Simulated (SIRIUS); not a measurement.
# Cs (Fm-3m) in SIRIUS: convergence with k mesh

Aim: find how far k mesh must go before the results for Cs settle, at LDA. This setting moves, with any that are tied to it; all else stays.

Program: SIRIUS 7.10.0. These are calculated values, not measurements. Logs are shortened: lines on timing, memory, paths and dates and some standing lists are left out, and cuts for length are marked. The log counts tension as positive stress, the text compression.

### Step 1. The crystal as given

Symmetry: Fm-3m, No. 225, cubic system. Conventional cell: a = 7.897 Å, b = 7.897 Å, c = 7.897 Å, α = 90.00°, β = 90.00°, γ = 90.00°.

This isn't the form of Cs at room conditions, which is bcc.

### Step 2. With k mesh 2 × 2 × 2

The input, sirius.json:

```json
{
  "control": {
    "processing_unit": "cpu",
    "verbosity": 2,
    "num_bands_to_print": 11,
    "print_forces": true,
    "print_stress": true
  },
  "parameters": {
    "electronic_structure_method": "pseudopotential",
    "xc_functionals": ["XC_LDA_X", "XC_LDA_C_PW"],
    "gk_cutoff": 7.0,
    "pw_cutoff": 14.0,
    "ngridk": [2, 2, 2],
    "shiftk": [0, 0, 0],
    "smearing": "gaussian",
    "smearing_width": 0.0018374661,
    "num_bands": 11,
    "num_mag_dims": 0,
    "num_dft_iter": 100,
    "energy_tol": 1e-08,
    "density_tol": 1e-06
  },
  "iterative_solver": {
    "type": "davidson",
    "min_tolerance": 1e-10
  },
  "mixer": {
    "type": "anderson",
    "beta": 0.7,
    "max_history": 8
  },
  "settings": {
    "tol_ne": 1e-10
  },
  "unit_cell": {
    "lattice_vectors": [
      [0.0, 0.707106781187, 0.707106781187],
      [0.707106781187, 0.0, 0.707106781187],
      [0.707106781187, 0.707106781187, 0.0]
    ],
    "lattice_vectors_scale": 10.5518337473,
    "atom_coordinate_units": "lattice",
    "atom_types": ["Cs"],
    "atom_files": {
      "Cs": "Cs.json"
    },
    "atoms": {
      "Cs": [
        [0.0, 0.0, 0.0]
      ]
    }
  }
}
```

Potentials or basis: PseudoDojo 0.4.1 LDA standard (scalar relativistic).

Launch:

```
> upf_to_json Cs.upf
> OMP_NUM_THREADS=1 sirius.scf --input=sirius.json --output=out.json --task=0
```

Standard output:

```text
[info] SIRIUS version : 7.10.0
[info] number of MPI ranks           : 1
[info] MPI grid                      : 1 1
[info] maximum number of OMP threads : 1
[fft] FFT context for density and potential
[fft] =====================================
[fft]   comm size                             : 1
[fft]   plane wave cutoff                     : 14
[fft]   grid size                             : 50 50 50   total : 125000
[fft]   grid limits                           : -24 25   -24 25   -24 25
[fft]   number of G-vectors within the cutoff : 19259
[fft]   local number of G-vectors             : 19259
[fft]   number of G-shells                    : 1026
[fft] FFT context for coarse grid
[fft] =====================================
[fft]   comm size                             : 1
[fft]   plane wave cutoff                     : 14
[fft]   grid size                             : 50 50 50   total : 125000
[fft]   grid limits                           : -24 25   -24 25   -24 25
[fft]   number of G-vectors within the cutoff : 19259
[fft]   local number of G-vectors             : 19259
[fft]   number of G-shells                    : 1026
[unit cell] lattice vectors
[unit cell]   a1 :       0.0000000000      7.4612731967      7.4612731967
[unit cell]   a2 :       7.4612731967      0.0000000000      7.4612731967
[unit cell]   a3 :       7.4612731967      7.4612731967      0.0000000000
[unit cell] reciprocal lattice vectors
[unit cell]   b1 :      -0.4210531595      0.4210531595      0.4210531595
[unit cell]   b2 :       0.4210531595     -0.4210531595      0.4210531595
[unit cell]   b3 :       0.4210531595      0.4210531595     -0.4210531595
[unit cell] unit cell volume :       830.74707715 [a.u.^3]
[unit cell] 1/sqrt(omega)    :         0.03469490
[unit cell] MT volume        :         0.00000000 ( 0.00%)
[unit cell] IT volume        :       830.74707715 (100.00%)
[unit cell] number of atom types : 1
[unit cell] type id : 0 symbol : Cs mt_radius :  23.270000 num_atoms : 1
[unit cell] total number of atoms : 1
[unit cell] number of symmetry classes : 1
[unit cell] number of PAW atoms : 0
[unit cell] atom id  type id  class id             position                      vector_field
[unit cell] ------------------------------------------------------------------------------------------
[unit cell]      0        0        0      0.00000   0.00000   0.00000      0.00000   0.00000   0.00000
[unit cell] atom id         position (Cartesian, a.u.)
[unit cell] ---------------------------------------------
[... 298 lines left out ...]
[diagonalize] ik:    1   -0.812889   -0.327345   -0.323852   -0.323852    0.063350    0.095374    0.148246    0.148246    0.217489    0.217489    0.218382
[diagonalize] ik:    2   -0.812836   -0.327119   -0.324780   -0.324780    0.079564    0.103931    0.115029    0.205072    0.205072    0.208067    0.217916
[find] Charges and magnetic moments
[find] --------------------------------------------------------------------------------
[find] total charge          : 9.000000
[find] Energy
[find] --------------------------------------------------------------------------------
[find] valence_eval_sum               :      -3.52669099
[find] <rho|V^{XC}>                   :      -4.57221233
[find] <rho|E^{XC}>                   :      -6.80212039
[find] <mag|B^{XC}>                   :       0.00000000
[find] <rho|V^{H}>                    :      10.46390307
[find] one-electron contribution      :      -9.41838173 (Ha),     -18.83676346 (Ry)
[find] hartree contribution           :       5.23195153
[find] xc contribution                :      -6.80212039
[find] ewald contribution             :     -12.44337991
[find] PAW contribution               :       0.00000000
[find] smearing (-TS)                 :      -0.00041288
[find] SCF correction                 :       0.00000017
[find] Total energy                   :     -23.43193033 (Ha),     -46.86386065 (Ry)
[find] Free energy (E-TS)             :     -23.43234321 (Ha),     -46.86468642 (Ry)
[find] band gap (eV)                  :       0.00000000
[find] Efermi                         :       0.06422587
[find] iteration : 15, RMS : 8.144527881401e-08, energy difference : -8.373035598197e-11
[find] Hartree energy of density residual : 5.834849431623e-12
[find] bands are converged : false
[find] iterative solver converged : true
[find] converged after 16 SCF iterations!
[find] Charges and magnetic moments
[find] --------------------------------------------------------------------------------
[find] total charge          : 9.000000
[find] Energy
[find] --------------------------------------------------------------------------------
[find] valence_eval_sum               :      -3.52669099
[find] <rho|V^{XC}>                   :      -4.57221233
[find] <rho|E^{XC}>                   :      -6.80212039
[find] <mag|B^{XC}>                   :       0.00000000
[find] <rho|V^{H}>                    :      10.46390307
[find] one-electron contribution      :      -9.41838173 (Ha),     -18.83676346 (Ry)
[find] hartree contribution           :       5.23195153
[find] xc contribution                :      -6.80212039
[find] ewald contribution             :     -12.44337991
[find] PAW contribution               :       0.00000000
[find] smearing (-TS)                 :      -0.00041288
[find] SCF correction                 :       0.00000017
[find] Total energy                   :     -23.43193033 (Ha),     -46.86386065 (Ry)
[find] Free energy (E-TS)             :     -23.43234321 (Ha),     -46.86468642 (Ry)
[find] band gap (eV)                  :       0.00000000
[find] Efermi                         :       0.06422587
[ground_state] === stress tensor components [kbar] ===
[ground_state] === stress_kin ===
[ground_state] -1203.945026   -0.000000    0.000000
[ground_state]    -0.000000-1203.945026    0.000000
[ground_state]     0.000000    0.000000-1203.945026
[ground_state] === stress_har ===
[ground_state]  -617.634065   -0.000000    0.000000
[ground_state]    -0.000000 -617.634065    0.000000
[ground_state]     0.000000    0.000000 -617.634065
[ground_state] === stress_ewald ===
[ground_state]  1468.946199    0.000000    0.000000
[ground_state]     0.000000 1468.946199   -0.000000
[ground_state]     0.000000   -0.000000 1468.946199
[ground_state] === stress_vloc ===
[ground_state]  1610.313410    0.000000   -0.000000
[ground_state]     0.000000 1610.313410   -0.000000
[ground_state]    -0.000000   -0.000000 1610.313410
[ground_state] === stress_xc ===
[ground_state]  -789.724736   -0.000000    0.000000
[ground_state]    -0.000000 -789.724736    0.000000
[ground_state]     0.000000    0.000000 -789.724736
[ground_state] === stress_core ===
[ground_state]  1331.949894    0.000000   -0.000000
[ground_state]     0.000000 1331.949894   -0.000000
[ground_state]    -0.000000   -0.000000 1331.949894
[ground_state] === stress_nonloc ===
[ground_state] -1793.018991   -0.000000    0.000000
[ground_state]    -0.000000-1793.018991    0.000000
[ground_state]     0.000000    0.000000-1793.018991
[ground_state] === stress_us_nl ===
[ground_state] -1793.018991   -0.000000    0.000000
[ground_state]    -0.000000-1793.018991    0.000000
[ground_state]     0.000000    0.000000-1793.018991
[ground_state] === stress_total ===
[ground_state]     6.886686    0.000000    0.000000
[ground_state]     0.000000    6.886686   -0.000000
[ground_state]     0.000000   -0.000000    6.886686
[ground_state] ==== total Forces in Ha/bohr =====
[ground_state] atom:    0, force:       0.0000000      0.0000000      0.0000000
[ground_state] ==== ultrasoft contribution from Qij =====
[ground_state] atom:    0, force:       0.0000000      0.0000000      0.0000000
[ground_state] ==== non-local contribution from Beta-projector =====
[ground_state] atom:    0, force:       0.0000000      0.0000000      0.0000000
[ground_state] ==== contribution from local potential =====
[ground_state] atom:    0, force:       0.0000000      0.0000000      0.0000000
[ground_state] ==== contribution from core density =====
[ground_state] atom:    0, force:       0.0000000      0.0000000      0.0000000
[ground_state] ==== Ewald forces from ions =====
[ground_state] atom:    0, force:       0.0000000      0.0000000      0.0000000
[~DFT_ground_state] local op. applied: 1521
[~DFT_ground_state] evp. work count: 630.605
[~DFT_ground_state] number of iterative solver steps: 248
```

It took 7.5 s on 1 thread of Arm Neoverse V2, shared host; peak memory 0.25 GiB.

Results:

* Free energy: -637.6265 eV
* Pressure: -0.7 GPa
* Band gap on the k mesh: none (metal or under the smearing width)

### Step 3. With k mesh 3 × 3 × 3

sirius.json, as its differences from that of step 2:

```diff
@@ -13,3 +13,3 @@
     "pw_cutoff": 14.0,
-    "ngridk": [2, 2, 2],
+    "ngridk": [3, 3, 3],
     "shiftk": [0, 0, 0],
@@ -37,7 +37,6 @@
     "lattice_vectors": [
-      [0.0, 0.707106781187, 0.707106781187],
-      [0.707106781187, 0.0, 0.707106781187],
-      [0.707106781187, 0.707106781187, 0.0]
+      [0.0, 7.461273196672, 7.461273196672],
+      [7.461273196672, 0.0, 7.461273196672],
+      [7.461273196672, 7.461273196672, 0.0]
     ],
-    "lattice_vectors_scale": 10.5518337473,
     "atom_coordinate_units": "lattice",
```

Potentials or basis: PseudoDojo 0.4.1 LDA standard (scalar relativistic).

Launch:

```
> upf_to_json Cs.upf
> OMP_NUM_THREADS=1 sirius.scf --input=sirius.json --output=out.json --task=0
```

It took 8.5 s on 1 thread of Arm Neoverse V2, shared host; peak memory 0.26 GiB.

Results:

| Item | Value |
| --- | --- |
| Free energy | -637.7986 eV |
| Pressure | -0.5 GPa |
| Band gap on the k mesh | none (metal or under the smearing width) |

### Step 4. With k mesh 4 × 4 × 4

sirius.json, as its differences from that of step 3:

```diff
@@ -13,3 +13,3 @@
     "pw_cutoff": 14.0,
-    "ngridk": [3, 3, 3],
+    "ngridk": [4, 4, 4],
     "shiftk": [0, 0, 0],
```

Launch:

```
> upf_to_json Cs.upf
> OMP_NUM_THREADS=1 sirius.scf --input=sirius.json --output=out.json --task=0
```

Wall time 14 s (1 thread of Arm Neoverse V2, shared host); peak memory 0.29 GiB.

What came out:

| Quantity | Value |
| --- | --- |
| Free energy | -637.7153 eV |
| Pressure | -0.4 GPa |
| Band gap on the k mesh | none (metal or under the smearing width) |

### Step 5. With k mesh 6 × 6 × 6

sirius.json, as its differences from that of step 4:

```diff
@@ -13,3 +13,3 @@
     "pw_cutoff": 14.0,
-    "ngridk": [4, 4, 4],
+    "ngridk": [6, 6, 6],
     "shiftk": [0, 0, 0],
```

Launch:

```
> upf_to_json Cs.upf
> OMP_NUM_THREADS=1 sirius.scf --input=sirius.json --output=out.json --task=0
```

Run time: 25 s. Hardware: 1 thread of Arm Neoverse V2, shared host; peak memory 0.35 GiB.

The run converged. Its results:

```yaml
Free_energy: -637.7325 eV
Pressure: -0.4 GPa
Band_gap_on_the_k_mesh: none (metal or under the smearing width)
```

### Step 6. With k mesh 7 × 7 × 7

sirius.json, as its differences from that of step 5:

```diff
@@ -13,3 +13,3 @@
     "pw_cutoff": 14.0,
-    "ngridk": [6, 6, 6],
+    "ngridk": [7, 7, 7],
     "shiftk": [0, 0, 0],
@@ -37,6 +37,7 @@
     "lattice_vectors": [
-      [0.0, 7.461273196672, 7.461273196672],
-      [7.461273196672, 0.0, 7.461273196672],
-      [7.461273196672, 7.461273196672, 0.0]
+      [0.0, 0.707106781187, 0.707106781187],
+      [0.707106781187, 0.0, 0.707106781187],
+      [0.707106781187, 0.707106781187, 0.0]
     ],
+    "lattice_vectors_scale": 10.5518337473,
     "atom_coordinate_units": "lattice",
```

Potentials or basis: PseudoDojo 0.4.1 LDA standard (scalar relativistic).

Launch:

```
> upf_to_json Cs.upf
> OMP_NUM_THREADS=1 sirius.scf --input=sirius.json --output=out.json --task=0
```

Wall time 30 s (1 thread of Arm Neoverse V2, shared host); peak memory 0.38 GiB.

It converged, with:

```yaml
Free_energy: -637.7510 eV
Pressure: -0.4 GPa
Band_gap_on_the_k_mesh: none (metal or under the smearing width)
```

### Step 7. With k mesh 8 × 8 × 8

sirius.json, as its differences from that of step 6:

```diff
@@ -13,3 +13,3 @@
     "pw_cutoff": 14.0,
-    "ngridk": [7, 7, 7],
+    "ngridk": [8, 8, 8],
     "shiftk": [0, 0, 0],
```

Launch:

```
> upf_to_json Cs.upf
> OMP_NUM_THREADS=1 sirius.scf --input=sirius.json --output=out.json --task=0
```

It took 43 s on 1 thread of Arm Neoverse V2, shared host; peak memory 0.45 GiB.

Results (log left out):

```yaml
Free_energy: -637.7404 eV
Pressure: -0.4 GPa
Band_gap_on_the_k_mesh: none (metal or under the smearing width)
```

### Step 8. With k mesh 10 × 10 × 10

sirius.json, as its differences from that of step 7:

```diff
@@ -13,3 +13,3 @@
     "pw_cutoff": 14.0,
-    "ngridk": [8, 8, 8],
+    "ngridk": [10, 10, 10],
     "shiftk": [0, 0, 0],
@@ -37,7 +37,6 @@
     "lattice_vectors": [
-      [0.0, 0.707106781187, 0.707106781187],
-      [0.707106781187, 0.0, 0.707106781187],
-      [0.707106781187, 0.707106781187, 0.0]
+      [0.0, 7.461273196672, 7.461273196672],
+      [7.461273196672, 0.0, 7.461273196672],
+      [7.461273196672, 7.461273196672, 0.0]
     ],
-    "lattice_vectors_scale": 10.5518337473,
     "atom_coordinate_units": "lattice",
```

Launch:

```
> upf_to_json Cs.upf
> OMP_NUM_THREADS=1 sirius.scf --input=sirius.json --output=out.json --task=0
```

It took 66 s on 1 thread of Arm Neoverse V2, shared host; peak memory 0.58 GiB.

It converged, with:

| Property | Result |
| --- | --- |
| Free energy | -637.7429 eV |
| Pressure | -0.4 GPa |
| Band gap on the k mesh | none (metal or under the smearing width) |

### Step 9. With k mesh 12 × 12 × 12

sirius.json, as its differences from that of step 8:

```diff
@@ -13,3 +13,3 @@
     "pw_cutoff": 14.0,
-    "ngridk": [10, 10, 10],
+    "ngridk": [12, 12, 12],
     "shiftk": [0, 0, 0],
```

Potentials or basis: PseudoDojo 0.4.1 LDA standard (scalar relativistic).

Launch:

```
> upf_to_json Cs.upf
> OMP_NUM_THREADS=1 sirius.scf --input=sirius.json --output=out.json --task=0
```

Run time: 99 s. Hardware: 1 thread of Arm Neoverse V2, shared host; peak memory 0.74 GiB.

Results (log left out):

| Property | Result |
| --- | --- |
| Free energy | -637.7439 eV |
| Pressure | -0.4 GPa |
| Band gap on the k mesh | none (metal or under the smearing width) |

### Step 10. The series at a glance

```tsv
k mesh	energy less the tightest run, at zero smearing (meV/atom)	pressure (GPa)	SCF cycles	CPU time (s)	peak memory (GiB)
2 × 2 × 2	122.01	-0.69	16	7.5	0.25
3 × 3 × 3	-53.21	-0.46	15	8.5	0.26
4 × 4 × 4	28.80	-0.40	15	14	0.29
6 × 6 × 6	12.03	-0.38	15	25	0.35
7 × 7 × 7	-7.56	-0.41	14	30	0.38
8 × 8 × 8	3.39	-0.39	15	43	0.45
10 × 10 × 10	0.91	-0.40	14	66	0.58
12 × 12 × 12	0.00	-0.40	14	99	0.74
```

Against the tightest run, the energy stays within 1 meV/atom from 10 × 10 × 10 on; the pressure stays within 0.1 GPa from 3 × 3 × 3 on. Meshes of other sizes hit other points, so gaps and Fermi surfaces needn't settle smoothly. The tightest run that finished is the yardstick and may itself not be fully converged.
